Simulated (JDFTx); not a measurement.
Runs of JDFTx 1.7.0 (patched build) on Re. It takes space group P6_3/mmc (No. 194, hexagonal). The conventional cell has a = 2.766 Å, b = 2.766 Å, c = 8.939 Å, α = 90.00°, β = 90.00°, γ = 120.00°. Re (site symmetry -6m2) has 12 Re at 2.75 to 2.77 Å as nearest neighbours. Re (site symmetry -3m) is surrounded by 12 Re at 2.75 to 2.77 Å. 

| level | U | gap on the mesh (eV) | pressure (GPa) |
| --- | --- | --- | --- |
| PBE+U | Re d U = 6 eV | none | (a) |
| PBE+U | Re d U = 8 eV | none | -23.5 |
| PBE+U | Re d U = 3 eV | none | -7.0 |
| PBE+U | Re d U = 4 eV | none | -10.4 |
| PBE | - | none | 3.5 |
| PBE+U | Re d U = 2 eV | none | (b) |
| PBE+U | Re d U = 1 eV | none | 0.0 |

Alike in all rows: task single point; potentials or basis PseudoDojo-SR-PBE-0.5-standard with smoothed tails; no spin polarisation; cell as given; k mesh 9 × 9 × 2; cutoff (eV) 980; smearing fermi-dirac 0.05 eV.

**Question.** Estimate the missing entries.

**Answer.** (a) -17.2; (b) -3.5.

Caveats: U without spin polarisation on a metal has little footing (some runs); the U is typed as a test and isn't derived for this compound (some runs).

A k mesh can miss the band edges, and the runs leave out spin-orbit coupling on Re.

A gap of «none» marks a metal or a gap under the smearing width.
